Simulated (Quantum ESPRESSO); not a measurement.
Os:

```
Os
1.0
     2.73410    0.00000    0.00000
    -1.36705    2.36780    0.00000
     0.00000    0.00000    4.31970
Os
2
Direct
  0.66667 0.33333 0.75000
  0.33333 0.66667 0.25000
```

| Item | Value |
| --- | --- |
| Program | Quantum ESPRESSO 7.5 |
| Task | single point |
| Functional | PBEsol |
| Potentials or basis | GBRV 1.5 PBEsol |
| Cutoff | 612 eV |
| Density cutoff | 4898 eV |
| k mesh | 11 × 11 × 6 |
| Occupations | fermi-dirac, width 0.05 eV |
| Spin | no spin polarisation |

On this cell: pressure -3.2 GPa; largest force under 0.003 eV/Å; band gap on the k mesh none (metal or under the smearing width).

The same run follows on a disturbed copy (atoms moved at random, drawn with an rms of 0.05 Å):

```xyz
2
Lattice="2.7341 0.0000 0.0000 -1.3671 2.3678 0.0000 0.0000 0.0000 4.3197" Properties=species:S:1:pos:R:3 pbc="T T T"
Os    1.3643    0.7571    3.2794
Os   -0.0107    1.5745    1.0628
```

**Question.** What changes?

**Answer.** The energy (extrapolated to zero smearing) moves by +15.6 meV/atom; pressure -2.3 GPa; largest force 0.997 eV/Å; band gap on the k mesh none (metal or under the smearing width).

Forces in eV/Å, atoms in the order of the input:
```
Os  -0.067  0.232 -0.968
Os   0.067 -0.232  0.968
```

Stress tensor (GPa, compression positive):
```
-3.46  0.18  0.08
 0.18 -2.17 -0.28
 0.08 -0.28 -1.32
```
